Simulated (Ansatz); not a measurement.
Runs of Ansatz 0.2.0 on AlNi3. It takes space group Pm-3m (No. 221, cubic). Conventional cell: a = 3.523 Å, b = 3.523 Å, c = 3.523 Å, α = 90.00°, β = 90.00°, γ = 90.00°. Ni (site symmetry 4/mmm) is surrounded by 8 Ni at 2.49 Å and 4 Al at 2.49 Å. Al (site symmetry m-3m) has 12 Ni at 2.49 Å as nearest neighbours. The cell is a database's computed one.

```csv
task,level,cell,cutoff (eV),smearing,points for each segment of the path,gap on the mesh (eV),pressure (GPa),moment (μB)
single point,PBE,as given,420,gaussian 0.015 eV,-,none,7.4,0.82
single point,PBE,as given,420,gaussian 0.021 eV,-,none,7.4,0.82
single point,PBE,as given,420,gaussian 0.013 eV,-,none,7.4,0.82
relaxation of cell and atoms,BLYP,relaxed,420,fermi-dirac 0.05 eV,-,none,0.0,0.70
single point,PBE,as given,420,gaussian 0.019 eV,-,none,7.4,0.82
single point,PBE,as given,420,gaussian 0.017 eV,-,none,7.4,0.82
band structure,r2SCAN,as given,500,fermi-dirac 0.05 eV,14,none,(a),0.87
single point,PBE,as given,420,gaussian 0.026 eV,-,none,7.4,0.82
```

Alike in all rows: potentials or basis Ansatz PAW; spin collinear, ferromagnetic start; k mesh 8 × 8 × 8.

Estimate the missing entries.

(a) 0.5.

Caveats: the PAW data sets come from PBE, with cores solved anew for the run's functional, which leaves a small shift of forces and pressure (some runs); the plane-wave basis is chosen anew once the cell has moved, so the energies of steps on either side of that aren't comparable (some runs); the magnetic or orbital state may not be the lowest (some runs).

A gap of «none» marks a metal or a gap under the smearing width.
